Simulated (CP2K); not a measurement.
Crystal: GaP.

```xyz
2
Lattice="3.8541 0.0000 0.0000 1.9270 3.3377 0.0000 1.9270 1.1126 3.1468" Properties=species:S:1:pos:R:3 pbc="T T T"
Ga    0.0000    0.0000    0.0000
P     5.7811    3.3377    2.3601
```

Base run:

| Quantity | Value |
| --- | --- |
| Program | CP2K 2026.2 |
| Functional | PBE |
| Potentials or basis | GTH_POTENTIALS Ga GTH-PBE-q13, P GTH-PBE-q5; DZVP-MOLOPT-SR-GTH basis |
| Density cutoff | 6123 eV |
| k mesh | 8 × 8 × 8 |
| Occupations | fermi-dirac, width 0.05 eV |
| Spin | no spin polarisation |

Its results: band gap on the k mesh 1.66 eV, indirect (least direct gap 1.77 eV); pressure 3.0 GPa.

Q: The run is repeated on the same cell with these changes: functional from PBE to HLE16. What comes out?

A: Band gap on the k mesh 2.22 eV, indirect (least direct gap 2.26 eV); pressure -10.0 GPa.

Caveats: the basis of atomic orbitals isn't converged, which shifts pressures, moduli and gaps; the potentials were made for a functional far from this one (some runs); the potentials were made for another functional, which shifts forces and pressure (some runs).
